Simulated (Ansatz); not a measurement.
Spinel MgAl₂O₄, relaxed in Ansatz (plane waves) with several semilocal functionals. Each gives its own volume and its own bulk modulus:

```json
[
 {"level": "PBEsol-D3(BJ)", "V0 (Å³/atom)": "9.347", "bulk modulus B0 (GPa)": "196.8", "ln V0": "2.2351", "ln B0": "5.2822"},
 {"level": "r²SCAN", "V0 (Å³/atom)": "9.434", "bulk modulus B0 (GPa)": "200.6", "ln V0": "2.2443", "ln B0": "5.3013"},
 {"level": "PBE-D3(BJ)", "V0 (Å³/atom)": "9.532", "bulk modulus B0 (GPa)": "188.8", "ln V0": "2.2547", "ln B0": "5.2407"},
 {"level": "rVV10", "V0 (Å³/atom)": "9.755", "bulk modulus B0 (GPa)": "181.4", "ln V0": "2.2778", "ln B0": "5.2007"},
 {"level": "BLYP", "V0 (Å³/atom)": "9.880", "bulk modulus B0 (GPa)": "175.3", "ln V0": "2.2905", "ln B0": "5.1665"},
 {"level": "revPBE", "V0 (Å³/atom)": "9.916", "bulk modulus B0 (GPa)": "173.4", "ln V0": "2.2941", "ln B0": "5.1556"}
]
```

Q: Fit a straight line to ln B0 against ln V0. What does it predict for r²SCAN+rVV10, whose volume is 9.385 Å³/atom?

A: With x = ln V0 and y = ln B0: means 2.26608 and 5.22450; Σ(Δx Δy) = -0.007270, Σ(Δx²) = 0.003082, so the slope is -2.36. At x = 2.2391 the line gives y = 5.22450 + (-2.36) × (2.2391 − 2.26608) = 5.2882, or 198.0 GPa. The run with r²SCAN+rVV10 gives 203.4 GPa, +2.7 % from the line. The rows used scatter about it by up to 2.6 %, while the largest value lies 16 % above the smallest.

Measured: 195 GPa (measured, 300 K, copied from a table, unchecked, no zero-point or thermal correction; as tabulated in BurnMan's mineral tables).

Ansatz's density-functional and Hartree–Fock values are scalar-relativistic unless marked +SOC, with PAW data made under PBE.

Ansatz is an electronic-structure program.
